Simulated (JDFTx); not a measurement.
KTaO3:

```
CELL_PARAMETERS angstrom
3.98830 0.00000 0.00000
0.00000 3.98830 0.00000
0.00000 0.00000 3.98830
ATOMIC_POSITIONS crystal
Ta 0.00000 0.00000 0.00000
K 0.50000 0.50000 0.50000
O 0.00000 0.00000 0.50000
O 0.00000 0.50000 0.00000
O 0.50000 0.00000 0.00000
```

Base run:

```yaml
Program: JDFTx 1.7.0 (patched build)
Functional: PBEsol
Potentials_or_basis: PseudoDojo-SR-PBEsol-0.4.1-standard with smoothed tails
Cutoff: 1143 eV
Density_cutoff: 9143 eV
k_mesh: 7 × 7 × 7
Occupations: fermi-dirac, width 0.05 eV
Spin: no spin polarisation
```

Its results: band gap on the k mesh 2.21 eV, indirect (least direct gap 2.79 eV); pressure -1.7 GPa.

Task: The run is repeated on the same cell with these changes: functional from PBEsol to LDA; potentials or basis from PseudoDojo-SR-PBEsol-0.4.1-standard with smoothed tails to PseudoDojo-SR-LDA-0.4.1-standard with smoothed tails. What comes out?

Result: Band gap on the k mesh 2.15 eV, indirect (least direct gap 2.73 eV); pressure -7.6 GPa.

Caveats: the empty levels aren't tightly converged; spin-orbit coupling is left out, which moves the levels of the heavy elements; an odd mesh through Γ misses points on the zone boundary, where band edges often lie.

Not every run made on this cell is shown here.
